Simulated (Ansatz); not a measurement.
A plane-wave DFT run in Ansatz 0.2.0 (scalar-relativistic PAW potentials unless the input names others): input and command.

```yaml
crystal:
  lattice:
    - [1.93379317, 0.0, 0.0]
    - [-0.96689658, 1.67471401, 0.0]
    - [0.0, 0.0, 6.38287586]
  atoms:
    - { symbol: Pd, position: [0.0, 0.0, 0.0] }
    - { symbol: Pd, position: [0.33333333, 0.66666667, 0.25] }
    - { symbol: Pd, position: [0.0, 0.0, 0.5] }
    - { symbol: Pd, position: [0.66666667, 0.33333333, 0.75] }
basis:
  ecutwfc: 420
kpoints:
  mp_grid: { grid: [18, 18, 6] }
hamiltonian:
  xc: pbe
scf:
  occupations: { method: gaussian, width: 0.1 }
  max_iter: 100
output:
  forces: true
  eigenvalues: true
  stress: true
relax:
  adjacent_minimum: "off"
  f_tol: 0.005
  max_steps: 80
  cell: { stress_tol: 0.05 }
```

```bash
ansatz run input.yaml --threads 1 --pin off --max-ram 2560MiB --backend cpu --events-out ev --progress --plain --runs-dir out
```

Abridged log:
```
Basis set: ecut = 420 eV, 411 PW (Γ), exchange–correlation on 30×30×90 points (8 copies of the dense FFT grid, shifted against one another)
Bands: 44, of which v1, the nominal top of the filled ones, is band 36 counted from 1 (35 counted from 0)
Symmetry: 24 space group operations
k-points: 148 of 1944
SCF iter   1: F=—  HF=-27850.109911 eV  |F-HF|=—  |Δ(HF+E_count)|=         —  Δρ=1.40e0  dr2=2.47e2  ethr=1.77e-3  ⟨swp⟩=8.5  Hψ=32120  notcnv=0  defer=175
SCF iter   2: F=—  HF=-27799.385791 eV  |F-HF|=—  |Δ(HF+E_count)|=    5.07e1  Δρ=8.12e-1  dr2=8.67e1  ethr=1.77e-3  ⟨swp⟩=4.5  Hψ=18831  notcnv=0  defer=454
SCF iter   3: F=—  HF=-27765.770266 eV  |F-HF|=—  |Δ(HF+E_count)|=    3.36e1  Δρ=1.69e-1  dr2=8.15e0  ethr=1.77e-3  ⟨swp⟩=5.5  Hψ=20654  notcnv=0  defer=404
SCF iter   4: F=—  HF=-27764.364402 eV  |F-HF|=—  |Δ(HF+E_count)|=    1.41e0  Δρ=4.14e-2  dr2=2.71e-1  ethr=1.77e-3  ⟨swp⟩=4.3  Hψ=14404  notcnv=0  defer=388
SCF iter   5: F=—  HF=-27764.443553 eV  |F-HF|=—  |Δ(HF+E_count)|=   7.92e-2  Δρ=6.85e-3  dr2=3.26e-3  ethr=3.76e-4  ⟨swp⟩=3.1  Hψ=12002  notcnv=0  defer=384
SCF iter   6: F=—  HF=-27764.457260 eV  |F-HF|=—  |Δ(HF+E_count)|=   1.37e-2  Δρ=1.22e-3  dr2=1.61e-4  ethr=4.53e-6  ⟨swp⟩=2.0  Hψ=10912  notcnv=0  defer=384
SCF iter   7: F=—  HF=-27764.457480 eV  |F-HF|=—  |Δ(HF+E_count)|=   2.19e-4  Δρ=2.27e-4  dr2=6.34e-6  ethr=2.24e-7  ⟨swp⟩=2.9  Hψ=12091  notcnv=0  defer=384
SCF iter   8: F=—  HF=-27764.457480 eV  |F-HF|=—  |Δ(HF+E_count)|=   6.64e-7  Δρ=2.38e-5  dr2=3.34e-8  ethr=1.39e-10  ⟨swp⟩=13.8  Hψ=42071  notcnv=0
   ...
SCF iter   5: F=-27891.365714 eV  HF=-27891.365714 eV  |F-HF|=3.64e-12  |Δ(HF+E_count)|=  2.91e-11  Δρ=2.28e-7  dr2=2.12e-11  ethr=1.00e-12  ⟨swp⟩=1.0  Hψ=6538  notcnv=0
SCF iter   6: F=-27891.365714 eV  HF=-27891.365714 eV  |F-HF|=0.00e0  |Δ(HF+E_count)|=    0.00e0  Δρ=6.44e-8  dr2=2.13e-12  ethr=1.00e-12  ⟨swp⟩=1.0  Hψ=13654  notcnv=0
SCF 19 converged in 6 iterations: F = -27891.365714 eV  dr2 = 2.13e-12
relax step  19: F+E_penalty+E_count = -27891.36571373 eV  Δ(F+E_penalty+E_count) = -5.510e-6 eV  max|allowed force component| = 9.252e-18 eV/Å  Δτ_max = 0.0000 Å  P = -0.013 GPa  Ω = 61.421 Å³  energy of the carried Pulay correction = +3.067e-6 eV  (6 SCF iters, dr2 threshold 8.88e-9 eV, accepted)
SCF iter   1: F=—  HF=-27891.365689 eV  |F-HF|=—  |Δ(HF+E_count)|=         —  Δρ=8.90e-7  dr2=1.08e-10  ethr=3.93e-9  ⟨swp⟩=3.9  Hψ=42900  notcnv=0
SCF iter   2: F=-27891.365711 eV  HF=-27891.365711 eV  |F-HF|=7.28e-12  |Δ(HF+E_count)|=   2.25e-5  Δρ=3.38e-7  dr2=1.76e-11  ethr=1.00e-12  ⟨swp⟩=2.5  Hψ=12435  notcnv=0
SCF iter   3: F=-27891.365711 eV  HF=-27891.365711 eV  |F-HF|=3.64e-12  |Δ(HF+E_count)|=  7.28e-12  Δρ=2.12e-7  dr2=6.56e-12  ethr=1.00e-12  ⟨swp⟩=1.0  Hψ=6512  notcnv=0
SCF iter   4: F=-27891.365711 eV  HF=-27891.365711 eV  |F-HF|=0.00e0  |Δ(HF+E_count)|=    0.00e0  Δρ=2.75e-8  dr2=1.54e-13  ethr=1.00e-12  ⟨swp⟩=1.0  Hψ=6512  notcnv=0
SCF iter   5: F=-27891.365711 eV  HF=-27891.365711 eV  |F-HF|=7.28e-12  |Δ(HF+E_count)|=    0.00e0  Δρ=1.36e-8  dr2=3.08e-14  ethr=1.00e-12  ⟨swp⟩=1.0  Hψ=6512  notcnv=0
SCF iter   6: F=-27891.365711 eV  HF=-27891.365711 eV  |F-HF|=3.64e-12  |Δ(HF+E_count)|=  7.28e-12  Δρ=6.37e-9  dr2=8.79e-15  ethr=1.00e-12  ⟨swp⟩=1.1  Hψ=13892  notcnv=0
SCF 20 converged in 6 iterations: F = -27891.365711 eV  dr2 = 8.79e-15
SCF converged after 6 iterations
Free energy (F): -27891.365711 eV
Harris-Foulkes:  -27891.365711 eV  (|F-HF|=3.64e-12)
Internal energy: -27891.314301 eV  (E = F + TS)
E sigma→0 (E₀):  -27891.340006 eV
Entropy (-TS):   -0.051410 eV (-12.853 meV/atom)
Fermi energy:    18.780721 eV
--- Forces (eV/Å), atoms counted from 1 ---
  atom   1  Pd     0.00000000     0.00000000     0.00000000
  atom   2  Pd     0.00000000     0.00000000     0.00000000
  atom   3  Pd     0.00000000     0.00000000     0.00000000
  atom   4  Pd     0.00000000     0.00000000     0.00000000
--- Stress (GPa, compression-positive) ---
       -0.007393       0.000000       0.000000
        0.000000      -0.007393       0.000000
        0.000000       0.000000      -0.023329
  P = ⅓ Tr σ = -0.0127 GPa (-0.127 kbar)
--- Relaxed structure (16 steps of the walk, 16 accepted, 4 SCFs on fresh bases) ---
  F+E_penalty+E_count = -27891.36571148 eV   max|allowed force component| = 1.735e-17 eV/Å   (the final SCF, on the basis selected at the relaxed cell)
  cell:  # Å, volume = 61.4215 Å³
    - [2.77969751, -4.14951073e-9, 0.0]
    - [-1.38984875, 2.40728866, 0.0]
    - [0.0, 0.0, 9.17898008]
  atoms:
    - { symbol: Pd, position: [0.0, 0.0, 0.0] }
    - { symbol: Pd, position: [0.33333333, 0.66666666, 0.25] }
    - { symbol: Pd, position: [0.0, 0.0, 0.5] }
    - { symbol: Pd, position: [0.66666666, 0.33333333, 0.75000000] }
```

One setting here is unusual or wrong in general: a lattice far too small (lattice vectors times 0.700). For this cell it did little harm to the result, because the relaxation undid it: the run converged in 130 SCF iterations over all its steps (reference: 34) with an energy at zero smearing within 0.01 meV/atom of the reference's, a relaxed volume of 15.36 Å³/atom, pressure -0.01 GPa, largest force 0.000 eV/Å, no gap on the mesh. A reference run of the cell with lattice vectors 2.7626 0.0000 0.0000; -1.3813 2.3924 0.0000; 0.0000 0.0000 9.1184 Å and the atoms in their places converged, and the end of its own relaxation has a relaxed volume of 15.36 Å³/atom, pressure -0.01 GPa, largest force 0.000 eV/Å, no gap on the mesh.

Time: 3.8 min on 1 thread of Arm Neoverse V2 (shared host), peak memory 0.52 GiB.